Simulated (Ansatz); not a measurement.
## A vibration from a frozen displacement in TaN

These are results of DFT LDA, scalar-relativistic, plane waves, PAW in Ansatz, not measurements. Settings: plane waves to 650 eV, k-mesh 18×18×16 (Γ-centred), Gaussian smearing 0.15 eV. Spin–orbit coupling is left out, which matters for the heavy elements here. No spin polarisation. Energies are free energies at this smearing, counted from the undisturbed cell; pressure is positive in compression.

The undisturbed cell (as given, not relaxed at this level; it stands at -11.5 GPa; this form isn't the usual structure):

```xyz
2
Lattice="2.9380 0.0000 0.0000 -1.4690 2.5444 0.0000 0.0000 0.0000 2.8830" Properties=species:S:1:pos:R:3 pbc="T T T"
Ta    0.0000    1.6963    1.4415
N    -1.4690    2.5444    0.0000
```

Every Ta atom is moved by x along the Cartesian unit vector (0.000, -0.762, -0.648); the cell and all other atoms stay fixed. The cell's volume is 21.55 Å³; the moved atoms weigh 180.948 u together and the others 14.007 u.

```
  x (Å)  ΔE (meV/cell) total force on the moved atoms along the move (eV/Å) pressure (GPa)
-0.1000          63.80                                                1.2737         -9.9247
-0.0750          35.93                                                0.9559        -10.6270
-0.0500          16.00                                                0.6385        -11.1343
 0.0000           0.00                                                0.0000        -11.5460
 0.0250           4.04                                               -0.3238        -11.4411
 0.0750          36.78                                               -0.9912        -10.5899
 0.1000          65.90                                               -1.3399         -9.8349
```

Task: What frequency belongs to this motion?

Result: The force constant is k = −dF/dx = 12.891 eV/Å², from the parabola through x = -0.0500, 0 and 0.0250. In every cell the moved atoms swing against the rest, so the mass is μ = m₁m₂/(m₁ + m₂) = 13.001 u, and ν̃ = 521.5 cm⁻¹ × √(|k|/μ) = 519 cm⁻¹, at this cell's pressure of -11.5 GPa. The pattern needn't be a normal mode: ν̃² is then a weighted mean of the squared nonzero frequencies at the zone centre of this cell, so it lies between the lowest and the highest of them.

Task: How far does the harmonic law reach?

Result: At x = -0.100 Å, kx²/2 = 64.45 meV against the computed 63.80 meV (-1.0 %): the well is still close to harmonic there.

In a metal these slopes depend on the k mesh and the smearing.

Cost: 7 runs of about 15 core-minutes in all, on Intel Xeon Processor @ 2.50GHz (Skylake/Cascade Lake) (shared hosts).